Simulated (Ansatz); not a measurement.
Geometry optimisation in Ansatz: input, command and trajectory.

```yaml
crystal:
  lattice:
    - [-0.7330683196, 3.6973851341, -3.3702827575]
    - [-0.7330683196, -3.6973851341, -3.3702827575]
    - [-5.6709571555, 0.0, 3.4026574436]
  atoms:
    - { symbol: C, position: [0.3888381359, 0.7221714692, 0.1111236645], spin: 0.125 }
    - { symbol: C, position: [0.3888381359, 0.3888381359, 0.7777903311], spin: 0.125 }
    - { symbol: C, position: [0.0555048025, 0.0555048025, 0.1111236645] }
    - { symbol: C, position: [0.3888381359, 0.0555048025, 0.4444569978] }
    - { symbol: C, position: [0.0555048025, 0.7221714692, 0.7777903311] }
    - { symbol: C, position: [0.7221714692, 0.3888381359, 0.1111236645], spin: 0.125 }
    - { symbol: C, position: [0.0555048025, 0.3888381359, 0.4444569978] }
    - { symbol: C, position: [0.7221714692, 0.0555048025, 0.7777903311] }
    - { symbol: C, position: [0.7221714692, 0.7221714692, 0.4444569978] }
    - { symbol: C, position: [0.2778285308, 0.6111618641, 0.8888763355], spin: 0.125 }
    - { symbol: C, position: [0.2778285308, 0.2778285308, 0.5555430022] }
    - { symbol: C, position: [0.9444951975, 0.9444951975, 0.8888763355], spin: 0.125 }
    - { symbol: C, position: [0.2778285308, 0.9444951975, 0.2222096689] }
    - { symbol: C, position: [0.9444951975, 0.6111618641, 0.5555430022] }
    - { symbol: C, position: [0.6111618641, 0.2778285308, 0.8888763355], spin: 0.125 }
    - { symbol: C, position: [0.9444951975, 0.2778285308, 0.2222096689] }
    - { symbol: C, position: [0.6111618641, 0.9444951975, 0.5555430022] }
    - { symbol: C, position: [0.6111618641, 0.6111618641, 0.2222096689], spin: 0.125 }
    - { symbol: F, position: [0.7291666667, 0.6736111111, 0.9652777778], spin: 0.125 }
  host:
    lattice:
      - [2.1346751584, -1.2324617114, -0.010791562]
      - [2.1346751584, 1.2324617114, -0.010791562]
      - [-1.4016068388, 0.0, 3.3810743196]
    atoms:
      - { symbol: C, position: [0.833371533, 0.833371533, 0.0001140594] }
      - { symbol: C, position: [0.166628467, 0.166628467, 0.9998859406] }
basis:
  ecutwfc: 420
  xc_grid: 2
kpoints:
  mp_grid: { grid: [4, 4, 4], shift: [0.5, 0.5, 0.5] }
hamiltonian:
  xc: pbe
  dispersion: d3bj
scf:
  occupations: { method: gaussian, width: 0.01 }
output:
  forces: true
  stress: false
  eigenvalues: true
  populations: true
  charged_corrections: { defect_position: [0.72916667, 0.67361111, 0.96527778] }
  write_density: true
  write_potential: true
  elf: true
  volumetric_format: npy
magnetization:
  spin_polarized: true
relax:
  adjacent_minimum: "off"
  f_tol: 0.025
  max_steps: 45
```

```bash
ansatz run input.yaml --threads 4 --pin off --max-ram 8192MiB --backend cpu --events-out ev --progress --plain --runs-dir out
```

Computed with DFT PBE+D3(BJ), scalar-relativistic, plane waves, PAW (Ansatz).

The cell holds a point defect: F interstitial, neutral.

Of 11 frames 10 are shown, positions in Å and forces in eV/Å; the SCF threshold varies from step to step.

```xyz
19
Lattice="-0.7331 3.6974 -3.3703 -0.7331 -3.6974 -3.3703 -5.6710 0.0000 3.4027" Properties=species:S:1:pos:R:3:forces:R:3 pbc="T T T" step=1 free_energy_over_end_meV_per_atom=93.64
C    -1.4446   -1.2325   -3.3663   -0.5059   -0.9522    1.1617
C    -4.9809    0.0000    0.0256    1.2470   -0.2591    1.3098
C    -0.7116    0.0000    0.0040   -0.8187   -0.1300   -0.9296
C    -2.8462    1.2325    0.0148   -0.2095    0.2470    0.0038
C    -4.9809   -2.4649    0.0256    0.4112    1.2063   -0.9136
C    -1.4446    1.2325   -3.3663   -0.8348    1.1247    1.6435
C    -2.8462   -1.2325    0.0148   -0.2105   -0.2034   -0.0157
C    -4.9809    2.4649    0.0256   -0.0180   -0.9087   -0.5464
C    -3.5793    0.0000   -3.3555    0.5694   -0.0606    0.1262
C    -5.6925   -1.2325    0.0284    0.6915   -1.1196    0.8420
C    -3.5578    0.0000    0.0176   -0.3351   -0.0192    0.1124
C    -6.4255    0.0000   -3.3419    0.0558   -0.3036   -0.2055
C    -2.1562   -2.4649   -3.3635    0.2964    0.0988    0.0315
C    -4.2909    1.2325   -3.3527   -0.2143    0.2795   -0.1090
C    -5.6925    1.2325    0.0284    1.4152    1.3706    1.8032
C    -2.1562    2.4649   -3.3635    0.2572    0.0684   -0.0213
C    -4.2909   -1.2325   -3.3527    0.0711   -0.3393   -0.1029
C    -2.1562    0.0000   -3.3635   -1.6646   -0.6013    1.8406
F    -6.5024    0.2054   -1.4432   -0.2033    0.5017   -6.0307
19
Lattice="-0.7331 3.6974 -3.3703 -0.7331 -3.6974 -3.3703 -5.6710 0.0000 3.4027" Properties=species:S:1:pos:R:3:forces:R:3 pbc="T T T" step=2 free_energy_over_end_meV_per_atom=23.83
C    -1.4434   -1.2420   -3.2687   -0.0317   -0.3093    0.1951
C    -4.9737   -0.0039    0.1397    0.2919   -0.1988    0.2714
C    -0.7175   -0.0047   -0.1375   -0.6610   -0.1268    0.2687
C    -2.8456    1.2281    0.0392   -0.0206   -0.0332   -0.0484
C    -4.9738   -2.4598   -0.1103    0.2792    0.7959    0.0937
C    -1.4462    1.2344   -3.2803   -0.2178    0.2029    0.7054
C    -2.8471   -1.2370    0.0207   -0.0686    0.0205    0.0309
C    -4.9754    2.4564   -0.0368   -0.0226   -0.5897   -0.0010
C    -3.5752   -0.0062   -3.3126    0.2217    0.0032   -0.1708
C    -5.6855   -1.2396    0.0770    0.1586   -0.3894   -0.0298
C    -3.5574   -0.0045    0.0611   -0.0472    0.0012   -0.0665
C    -6.4235   -0.0035   -3.4808    0.1202   -0.1712    0.2160
C    -2.1552   -2.4700   -3.3774    0.2139    0.0897   -0.1371
C    -4.2880    1.2306   -3.3917   -0.2078    0.0109   -0.0609
C    -5.6833    1.2351    0.1167    0.5251    0.5713    0.5106
C    -2.1575    2.4630   -3.3740    0.2349    0.1257   -0.2599
C    -4.2866   -1.2406   -3.3564   -0.0743    0.0187    0.0312
C    -2.1591   -0.0078   -3.2268   -0.4964   -0.2257    0.6701
F    -6.5422    0.2774   -1.5856   -0.1976    0.2042   -2.2185
19
Lattice="-0.7331 3.6974 -3.3703 -0.7331 -3.6974 -3.3703 -5.6710 0.0000 3.4027" Properties=species:S:1:pos:R:3:forces:R:3 pbc="T T T" step=3 free_energy_over_end_meV_per_atom=13.09
C    -1.4401   -1.2492   -3.2487    0.0226   -0.0141   -0.0988
C    -4.9677   -0.0097    0.1676    0.0067   -0.0731   -0.0911
C    -0.7225   -0.0118   -0.1519   -0.4004   -0.1113   -0.0350
C    -2.8429    1.2237    0.0285    0.0714   -0.0571   -0.0047
C    -4.9671   -2.4538   -0.1506    0.2191    0.3854    0.0231
C    -1.4449    1.2306   -3.2051    0.0584   -0.0043    0.0357
C    -2.8447   -1.2411    0.0131   -0.0044    0.1022   -0.0090
C    -4.9723    2.4465   -0.0294   -0.0095   -0.2035    0.0099
C    -3.5711   -0.0110   -3.3125    0.0363    0.0391    0.0432
C    -5.6819   -1.2424    0.0651    0.0231   -0.0722   -0.0398
C    -3.5543   -0.0089    0.0523    0.0401   -0.0135   -0.0032
C    -6.4204   -0.0081   -3.5114    0.0662   -0.1259    0.6459
C    -2.1526   -2.4724   -3.4024    0.0177   -0.0135    0.0165
C    -4.2853    1.2283   -3.4112   -0.1287   -0.1104   -0.0217
C    -5.6757    1.2339    0.1770    0.0236    0.1647   -0.0054
C    -2.1548    2.4566   -3.3733    0.1716    0.0929    0.0262
C    -4.2843   -1.2458   -3.3573   -0.0650    0.0837   -0.0380
C    -2.1607   -0.0165   -3.1530   -0.0701   -0.0574   -0.1432
F    -6.5931    0.3567   -1.6813   -0.0787   -0.0114   -0.3104
19
Lattice="-0.7331 3.6974 -3.3703 -0.7331 -3.6974 -3.3703 -5.6710 0.0000 3.4027" Properties=species:S:1:pos:R:3:forces:R:3 pbc="T T T" step=4 free_energy_over_end_meV_per_atom=11.12
C    -1.4393   -1.2509   -3.2632   -0.0038    0.0499   -0.0292
C    -4.9659   -0.0104    0.1582   -0.0365   -0.0029   -0.0688
C    -0.7277   -0.0143   -0.1462   -0.1919   -0.0574   -0.0927
C    -2.8421    1.2235    0.0219    0.0257   -0.0037    0.0007
C    -4.9628   -2.4494   -0.1417    0.1390    0.1591   -0.0539
C    -1.4428    1.2285   -3.2084    0.0489   -0.0275    0.0524
C    -2.8428   -1.2406    0.0089   -0.0122    0.0421   -0.0010
C    -4.9716    2.4444   -0.0115    0.0359   -0.1096    0.0132
C    -3.5711   -0.0109   -3.3120    0.0373    0.0069    0.0047
C    -5.6803   -1.2414    0.0562    0.0079   -0.0339   -0.0123
C    -3.5524   -0.0091    0.0458    0.0212   -0.0247    0.0103
C    -6.4202   -0.0073   -3.4676   -0.0034    0.0196    0.5587
C    -2.1536   -2.4734   -3.4095    0.0281   -0.0376    0.0075
C    -4.2841    1.2285   -3.4090   -0.0976   -0.0450   -0.0052
C    -5.6741    1.2332    0.1797    0.0043    0.0559   -0.0017
C    -2.1530    2.4553   -3.3717    0.0789    0.0808   -0.0088
C    -4.2844   -1.2455   -3.3546   -0.0514    0.0330   -0.0219
C    -2.1605   -0.0190   -3.1666    0.0009   -0.0455   -0.0614
F    -6.6076    0.3643   -1.6930   -0.0312   -0.0595   -0.2906
19
Lattice="-0.7331 3.6974 -3.3703 -0.7331 -3.6974 -3.3703 -5.6710 0.0000 3.4027" Properties=species:S:1:pos:R:3:forces:R:3 pbc="T T T" step=5 free_energy_over_end_meV_per_atom=8.05
C    -1.4371   -1.2532   -3.2861   -0.0509    0.0243    0.0264
C    -4.9641   -0.0100    0.1317   -0.0110    0.0328    0.0425
C    -0.7388   -0.0185   -0.1497    0.1978    0.0236   -0.1132
C    -2.8407    1.2242    0.0048   -0.0732    0.0332    0.0136
C    -4.9527   -2.4393   -0.1280   -0.0635   -0.2191   -0.0559
C    -1.4370    1.2235   -3.2125   -0.1253    0.0458    0.1951
C    -2.8393   -1.2394   -0.0096   -0.0198   -0.0867   -0.0040
C    -4.9684    2.4414    0.0446    0.1413   -0.0434    0.0141
C    -3.5685   -0.0112   -3.3126    0.0017   -0.0308   -0.0009
C    -5.6773   -1.2379    0.0341    0.0355   -0.0235    0.0443
C    -3.5493   -0.0093    0.0274    0.0097   -0.0027   -0.0084
C    -6.4205   -0.0009   -3.3381   -0.2835    0.4129    0.2230
C    -2.1548   -2.4750   -3.4312    0.0544   -0.0532    0.0004
C    -4.2819    1.2288   -3.4082    0.0588    0.1071   -0.0156
C    -5.6708    1.2311    0.1901   -0.0621    0.0078   -0.0434
C    -2.1488    2.4530   -3.3843   -0.0552   -0.0374    0.0149
C    -4.2840   -1.2441   -3.3426   -0.0461   -0.0498   -0.0134
C    -2.1576   -0.0246   -3.1876    0.0780    0.1715    0.0446
F    -6.6444    0.3668   -1.7267    0.2133   -0.3124   -0.3641
19
Lattice="-0.7331 3.6974 -3.3703 -0.7331 -3.6974 -3.3703 -5.6710 0.0000 3.4027" Properties=species:S:1:pos:R:3:forces:R:3 pbc="T T T" step=7 free_energy_over_end_meV_per_atom=3.61
C    -1.4398   -1.2473   -3.2744   -0.0563   -0.0083    0.0457
C    -4.9672   -0.0046    0.1333    0.0451    0.0499    0.0547
C    -0.7438   -0.0126   -0.1553    0.0317    0.1115   -0.0852
C    -2.8446    1.2294   -0.0044   -0.0446   -0.0033    0.0080
C    -4.9545   -2.4330   -0.1181   -0.0930    0.0148   -0.0698
C    -1.4413    1.2317   -3.1985   -0.0967    0.0517    0.0400
C    -2.8425   -1.2349   -0.0186   -0.0031   -0.0505   -0.0114
C    -4.9686    2.4421    0.0367    0.1101   -0.1164   -0.0678
C    -3.5696   -0.0052   -3.3215   -0.0129   -0.0010    0.0009
C    -5.6777   -1.2350    0.0521    0.0502   -0.0845    0.0544
C    -3.5523   -0.0040    0.0193   -0.0163    0.0298    0.0106
C    -6.4275    0.0108   -3.2827   -0.1641    0.2024    0.2813
C    -2.1565   -2.4698   -3.4321    0.0505   -0.0377    0.0165
C    -4.2834    1.2350   -3.4152    0.0567    0.0283    0.0107
C    -5.6756    1.2369    0.1822   -0.0116    0.0493    0.0135
C    -2.1517    2.4582   -3.3899   -0.0184   -0.0352    0.0382
C    -4.2874   -1.2399   -3.3546   -0.0338   -0.0089   -0.0119
C    -2.1576   -0.0135   -3.1862    0.0213    0.0968    0.0288
F    -6.5947    0.2611   -1.7564    0.1843   -0.2885   -0.3569
19
Lattice="-0.7331 3.6974 -3.3703 -0.7331 -3.6974 -3.3703 -5.6710 0.0000 3.4027" Properties=species:S:1:pos:R:3:forces:R:3 pbc="T T T" step=8 free_energy_over_end_meV_per_atom=1.35
C    -1.4459   -1.2371   -3.2456    0.0173    0.1014    0.0229
C    -4.9699    0.0051    0.1502   -0.0285    0.0501    0.0063
C    -0.7527    0.0026   -0.1587    0.1038    0.0636    0.1048
C    -2.8495    1.2369   -0.0080    0.0377    0.0411    0.0106
C    -4.9618   -2.4202   -0.1042   -0.0602   -0.0259    0.1377
C    -1.4481    1.2447   -3.2041    0.0412    0.0032   -0.0898
C    -2.8475   -1.2271   -0.0226    0.0182    0.0390    0.0132
C    -4.9674    2.4396   -0.0087   -0.0126    0.0714   -0.2121
C    -3.5744    0.0052   -3.3325   -0.0119    0.0123   -0.0317
C    -5.6798   -1.2309    0.0939   -0.0231    0.0738    0.0204
C    -3.5568    0.0052    0.0225   -0.0162   -0.0204   -0.0012
C    -6.4353    0.0212   -3.2338    0.1120   -0.3184   -0.5690
C    -2.1589   -2.4605   -3.4156   -0.1026   -0.0282   -0.0276
C    -4.2878    1.2443   -3.4190   -0.0131   -0.0128    0.0133
C    -5.6813    1.2460    0.1628    0.0063   -0.0844   -0.0328
C    -2.1572    2.4692   -3.3969   -0.0319    0.0181   -0.0052
C    -4.2921   -1.2328   -3.3780    0.0133   -0.0209   -0.0126
C    -2.1608    0.0034   -3.1860   -0.0129   -0.0557   -0.0101
F    -6.5090    0.0906   -1.8003   -0.0357    0.0905    0.6607
19
Lattice="-0.7331 3.6974 -3.3703 -0.7331 -3.6974 -3.3703 -5.6710 0.0000 3.4027" Properties=species:S:1:pos:R:3:forces:R:3 pbc="T T T" step=9 free_energy_over_end_meV_per_atom=0.06
C    -1.4480   -1.2305   -3.2279    0.0338    0.0232   -0.0036
C    -4.9707    0.0097    0.1567    0.0168   -0.0017   -0.0143
C    -0.7500    0.0088   -0.1446    0.0209    0.0105   -0.0237
C    -2.8489    1.2409   -0.0085    0.0220   -0.0204   -0.0125
C    -4.9664   -2.4197   -0.0745    0.0308   -0.0443   -0.0076
C    -1.4481    1.2496   -3.2222    0.0347   -0.0614    0.0260
C    -2.8486   -1.2223   -0.0132    0.0254    0.0183   -0.0011
C    -4.9674    2.4400   -0.0577    0.0385    0.0584   -0.0040
C    -3.5765    0.0096   -3.3409    0.0190   -0.0368    0.0145
C    -5.6819   -1.2275    0.1230   -0.0615    0.0205    0.0092
C    -3.5578    0.0093    0.0275   -0.0197   -0.0040    0.0178
C    -6.4315    0.0112   -3.2617   -0.0060    0.0197   -0.0335
C    -2.1595   -2.4561   -3.4008   -0.0006   -0.0063    0.0098
C    -4.2905    1.2482   -3.4090   -0.0475   -0.0085    0.0193
C    -5.6816    1.2482    0.1377   -0.0836   -0.0608   -0.0247
C    -2.1586    2.4744   -3.3982   -0.0351    0.0239   -0.0007
C    -4.2916   -1.2301   -3.3994   -0.0087    0.0692    0.0006
C    -2.1633    0.0089   -3.1878   -0.0078    0.0236   -0.0180
F    -6.4953    0.0330   -1.7830    0.0288   -0.0223    0.0486
19
Lattice="-0.7331 3.6974 -3.3703 -0.7331 -3.6974 -3.3703 -5.6710 0.0000 3.4027" Properties=species:S:1:pos:R:3:forces:R:3 pbc="T T T" step=10 free_energy_over_end_meV_per_atom=0.02
C    -1.4481   -1.2285   -3.2262   -0.0063   -0.0027    0.0030
C    -4.9717    0.0102    0.1554    0.0000    0.0192    0.0154
C    -0.7494    0.0107   -0.1455   -0.0011   -0.0097    0.0349
C    -2.8487    1.2423   -0.0104   -0.0011   -0.0049    0.0372
C    -4.9672   -2.4197   -0.0708   -0.0025    0.0009    0.0307
C    -1.4486    1.2493   -3.2236    0.0011    0.0394   -0.0382
C    -2.8491   -1.2205   -0.0090    0.0077   -0.0032    0.0141
C    -4.9670    2.4418   -0.0666   -0.0236   -0.0486   -0.0155
C    -3.5767    0.0108   -3.3381   -0.0069    0.0146   -0.0131
C    -5.6839   -1.2269    0.1276    0.0200    0.0022   -0.0107
C    -3.5587    0.0107    0.0313    0.0059    0.0140   -0.0399
C    -6.4315    0.0114   -3.2654    0.0126   -0.0200   -0.0049
C    -2.1591   -2.4548   -3.3971   -0.0336   -0.0027   -0.0332
C    -4.2920    1.2491   -3.4022    0.0061    0.0062   -0.0127
C    -5.6842    1.2474    0.1286    0.0432    0.0430    0.0116
C    -2.1597    2.4764   -3.3977    0.0068   -0.0171    0.0050
C    -4.2916   -1.2270   -3.4022   -0.0160   -0.0371   -0.0045
C    -2.1637    0.0105   -3.1900   -0.0047   -0.0030    0.0316
F    -6.4851    0.0124   -1.7826   -0.0078    0.0096   -0.0107
19
Lattice="-0.7331 3.6974 -3.3703 -0.7331 -3.6974 -3.3703 -5.6710 0.0000 3.4027" Properties=species:S:1:pos:R:3:forces:R:3 pbc="T T T" step=11 free_energy_over_end_meV_per_atom=0.00
C    -1.4484   -1.2283   -3.2254    0.0008   -0.0013    0.0003
C    -4.9715    0.0109    0.1558   -0.0010   -0.0007   -0.0015
C    -0.7496    0.0108   -0.1431   -0.0028    0.0042   -0.0041
C    -2.8490    1.2422   -0.0091    0.0023    0.0012   -0.0047
C    -4.9672   -2.4196   -0.0683   -0.0004    0.0015   -0.0022
C    -1.4484    1.2501   -3.2256    0.0033   -0.0043    0.0043
C    -2.8489   -1.2205   -0.0090   -0.0004   -0.0008   -0.0046
C    -4.9672    2.4412   -0.0688    0.0037    0.0031   -0.0003
C    -3.5770    0.0109   -3.3394   -0.0003   -0.0026    0.0018
C    -5.6836   -1.2264    0.1285    0.0013   -0.0012    0.0025
C    -3.5587    0.0109    0.0291    0.0005   -0.0042    0.0074
C    -6.4313    0.0107   -3.2650    0.0001    0.0024   -0.0022
C    -2.1596   -2.4546   -3.3977    0.0010   -0.0034    0.0049
C    -4.2919    1.2493   -3.4031   -0.0021    0.0037    0.0022
C    -5.6835    1.2482    0.1284   -0.0044   -0.0056   -0.0020
C    -2.1596    2.4764   -3.3974   -0.0025    0.0027   -0.0009
C    -4.2920   -1.2277   -3.4031    0.0004    0.0015   -0.0005
C    -2.1639    0.0109   -3.1890   -0.0002    0.0018   -0.0008
F    -6.4850    0.0100   -1.7824    0.0007    0.0019    0.0005
```

Time: 6.8 min on 4 threads of Intel(R) Xeon(R) Platinum 8259CL CPU @ 2.50GHz (Skylake/Cascade Lake), with other jobs on the host, peak memory 0.92 GiB.